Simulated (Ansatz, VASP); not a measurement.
# Two plane-wave programs on WSe4

```
W Se
1.0
     2.82414    1.63052    4.98295
    -2.82414    1.63052    4.98295
     0.00000   -3.26104    4.98295
W Se
1 4
Direct
  0.00000 0.00000 0.00000
  0.50000 0.50000 0.00000
  0.00000 0.50000 0.50000
  0.50000 0.00000 0.50000
  0.50000 0.50000 0.50000
```

Alike in both runs: functional PBE; k mesh 3 × 3 × 3; occupations gaussian, width 0.1 eV; collinear spin.

Ansatz relaxed the structure, and its values are those at the end. VASP's run is a single point on that final structure, the one shown.

```csv
,VASP,Ansatz
version,VASP 6.6.1,Ansatz 0.2.0
potentials or method,"VASP PAW PBE potentials, release 64 (W_sv, Se)","scalar-relativistic, plane waves, PAW"
plane-wave cutoff (eV),520,420
valence electrons in the cell,38,78
```

|  | VASP | Ansatz | Ansatz less VASP |
| --- | --- | --- | --- |
| gap on the k mesh at the Fermi level (eV) | none | none | - |
| pressure (GPa) | 0.2 | 0.1 | -0.04 |
| net moment per atom (μB) | 0.57 | 0.57 | 0.000 |
| size of the moment on the site where the two differ most (μB) | 2.65 | 2.49 | -0.164 |

Site moments also hang on the region over which each program counts them. A gap of «none» marks a metal or a gap that the smearing closes. The two sets of potentials don't hold the same shells in valence. Ansatz warned: «no_starting_moments».

Caveats: the k mesh is coarse (spacing up to 0.45 Å⁻¹), so the values aren't converged. Spin-orbit coupling is left out, which matters for the levels of W.
